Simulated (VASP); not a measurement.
MgSe: single point with PBEsol

The system is MgSe.

```xyz
2
Lattice="0.0000 2.7363 2.7363 2.7363 0.0000 2.7363 2.7363 2.7363 0.0000" Properties=species:S:1:pos:R:3 pbc="T T T"
Mg    0.0000    0.0000    0.0000
Se    2.7363    2.7363    2.7363
```

| Property | Result |
| --- | --- |
| Program | VASP 6.6.1 |
| Task | single point |
| Functional | PBEsol |
| Potentials or basis | VASP PAW PBE potentials, release 64 (Mg, Se) |
| Cutoff | 520 eV |
| k mesh | 6 × 6 × 6 |
| Occupations | gaussian, width 0.01 eV |
| Spin | no spin polarisation |

| Item | Value |
| --- | --- |
| Pressure | -0.8 GPa |
| Band gap on the k mesh | 1.74 eV, indirect (least direct gap 2.42 eV) |

Levels at points of the mesh, in eV from the valence-band top:
```tsv
k point	band 1	band 2	band 3	band 4	band 5	band 6	band 7	band 8
(0.00, 0.00, 0.00)	-12.91	0.00	0.00	0.00	2.42	7.33	7.33	7.33
(0.50, 0.00, 0.00)	-11.80	-4.93	-0.58	-0.58	3.69	6.02	6.02	8.50
(0.50, 0.50, 0.00)	-11.49	-4.25	-1.78	-1.78	1.74	3.87	11.52	12.00
```

It took 11 s on 1 thread of Intel(R) Xeon(R) Platinum 8259CL CPU @ 2.50GHz (Skylake/Cascade Lake), on a shared host, peak memory 0.16 GiB.

Caveat: the PAW data sets were made with another functional, which shifts forces and pressure a little. A k mesh can miss the band edges.
